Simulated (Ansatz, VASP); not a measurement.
# ScAl: VASP beside Ansatz

```
Sc Al
1.0
     3.34460    0.00000    0.00000
     0.00000    3.34460    0.00000
     0.00000    0.00000    3.34460
Sc Al
1 1
Direct
  0.50000 0.50000 0.50000
  0.00000 0.00000 0.00000
```

The cell comes from a database or a generator and needn't be the stable form of this composition.

Alike in both runs: task single point; functional PBEsol; k mesh 12 × 12 × 12; occupations fermi-dirac, width 0.05 eV; no spin polarisation.

```csv
,VASP,Ansatz
version,VASP 6.6.1,Ansatz 0.2.0
potentials or method,"VASP PAW PBE potentials, release 64 (Sc_sv, Al), cutoff 520 eV","all-electron LAPW, scalar-relativistic"
```

```csv
,VASP,Ansatz,Ansatz less VASP
pressure (GPa),0.1,0.0,-0.14
```

Ansatz ran all-electron here, so the differences hold the error of VASP's frozen core and of both bases.

Caveats: the PAW data sets were made with another functional, which shifts forces and pressure a little (VASP).
